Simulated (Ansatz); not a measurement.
# ZnSe: response to strain

ZnSe is deformed so: zz strain of +3 %. What stress and forces result, by LAPW, PAW and all-electron datasets made for the crystal?

Computed with Ansatz 0.2.0 (DFT PBE, scalar-relativistic, unless a step's input says otherwise).

### Step 1. The structure to begin with

The structure is cubic, space group F-43m (No. 216). The conventional cell has a = 5.668 Å, b = 5.668 Å, c = 5.668 Å, α = 90.00°, β = 90.00°, γ = 90.00°. Zn (site symmetry -43m) is surrounded by 4 Se at 2.45 Å. Se (site symmetry -43m) is surrounded by 4 Zn at 2.45 Å.

Coordinates:

```
CELL_PARAMETERS angstrom
0.00000 2.83380 2.83380
2.83380 0.00000 2.83380
2.83380 2.83380 0.00000
ATOMIC_POSITIONS crystal
Zn 0.00000 0.00000 0.00000
Se 0.75000 0.75000 0.75000
```

Atoms are numbered in the order of the input: Zn1, Se2.

### Step 2. The deformed structure

Space group F-43m before, I-4m2 after.

### Step 3. All-electron LAPW

Input file input.yaml:

```yaml
crystal:
  lattice:
    - [0.0, 2.8338, 2.918814]
    - [2.8338, 0.0, 2.918814]
    - [2.8338, 2.8338, 0.0]
  atoms:
    - { symbol: Zn, position: [0.0, 0.0, 0.0] }
    - { symbol: Se, position: [0.75, 0.75, 0.75] }
kpoints:
  mp_grid: { grid: [8, 8, 8] }
  band_path:
    path:
      - [0.0, 0.0, 0.0]
      - [0.5, 0.0, 0.5]
      - [0.75, 0.25, 0.5]
      - [0.5, 0.5, 0.5]
      - [0.0, 0.0, 0.0]
      - [0.5, 0.5, 0.0]
      - [0.6321755114, 0.6321755114, 0.2643510227]
      - [0.3678244886, 0.3678244886, 0.7356489773]
      - [0.0, 0.0, 0.0]
    npoints: 5
scf:
  occupations: { method: fermi_dirac, width: 0.03 }
hamiltonian:
  xc: pbe
  pseudopotentials: { kind: all_electron, lapw: { basis_error: 0.001 } }
output:
  forces: true
  stress: true
  eigenvalues: true
```

Launch:

```bash
$ ansatz run input.yaml --threads 1 --pin off --max-ram 3072MiB --backend cpu --events-out ev --progress --plain --runs-dir out
```

### Step 4. Frozen-core PAW

Input file input.yaml:

```yaml
crystal:
  lattice:
    - [0.0, 2.8338, 2.918814]
    - [2.8338, 0.0, 2.918814]
    - [2.8338, 2.8338, 0.0]
  atoms:
    - { symbol: Zn, position: [0.0, 0.0, 0.0] }
    - { symbol: Se, position: [0.75, 0.75, 0.75] }
kpoints:
  mp_grid: { grid: [8, 8, 8] }
scf:
  occupations: { method: fermi_dirac, width: 0.03 }
hamiltonian:
  xc: pbe
  pseudopotentials: { kind: paw }
output:
  forces: true
  stress: true
  eigenvalues: true
  efg: { contact_densities: true }
  write_density: true
  write_potential: true
  elf: true
  volumetric_format: npy
```

### Step 5. All-electron PAW on datasets made for the crystal

input.yaml: that of step 4 with these lines changed.

```diff
@@ -14,3 +14,3 @@
   xc: pbe
-  pseudopotentials: { kind: paw }
+  pseudopotentials: { kind: all_electron, datasets: crystal }
 output:
@@ -20,5 +20 @@
   efg: { contact_densities: true }
-  write_density: true
-  write_potential: true
-  elf: true
-  volumetric_format: npy
```

(Steps that only read results are left out.)

**Question.** What will these runs give? Wanted: pressure; largest shear or deviatoric stress.

The runs gave:

| quantity | value |
| --- | --- |
| pressure | LAPW 0.28, PAW 0.26, crystal datasets 0.27 GPa |
| largest shear or deviatoric stress (LAPW) | 0.72 GPa |

The largest part of the stress beyond the pressure is 0.72 GPa in size, in the zz component; the atoms are carried along and not relaxed. No run of the undeformed cell stands beside it, so the pressure holds what the given cell had before the change. PAW: stress within 0.02 GPa of LAPW. Crystal datasets: stress within 0.01 GPa of LAPW.
